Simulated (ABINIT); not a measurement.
Crystal: Ta.

```
CELL_PARAMETERS angstrom
2.90037 0.00000 0.00000
-1.45019 2.51180 0.00000
0.00000 0.00000 5.16627
ATOMIC_POSITIONS crystal
Ta 0.33333 0.66667 0.25000
Ta 0.66667 0.33333 0.75000
```

This isn't the form of Ta at room conditions, which is bcc.

- Program: ABINIT 10.8.3 (patched build)
- Task: single point
- Functional: PBE
- Potentials or basis: JTH PAW PBE v2.0
- Cutoff: 517 eV
- k mesh: 11 × 11 × 5
- Occupations: fermi-dirac, width 0.05 eV
- Spin: no spin polarisation

On this cell: pressure -1.2 GPa; largest force under 0.003 eV/Å; band gap on the k mesh none (metal or under the smearing width).

The same run follows on a disturbed copy (atoms moved at random, drawn with an rms of 0.05 Å):

```xyz
2
Lattice="2.9004 0.0000 0.0000 -1.4502 2.5118 0.0000 0.0000 0.0000 5.1663" Properties=species:S:1:pos:R:3 pbc="T T T"
Ta   -0.0172    1.6891    1.2547
Ta    1.4505    0.8163    3.9226
```

Question: What changes?

Answer: The energy (extrapolated to zero smearing) moves by +19.5 meV/atom; pressure -0.6 GPa; largest force 0.949 eV/Å; band gap on the k mesh none (metal or under the smearing width).

Forces in eV/Å, atoms in the order of the input:
```
Ta  -0.023  0.042  0.947
Ta   0.023 -0.042 -0.947
```

Stress tensor (GPa, compression positive):
```
-1.79  0.31 -0.06
 0.31 -0.36  0.13
-0.06  0.13  0.33
```
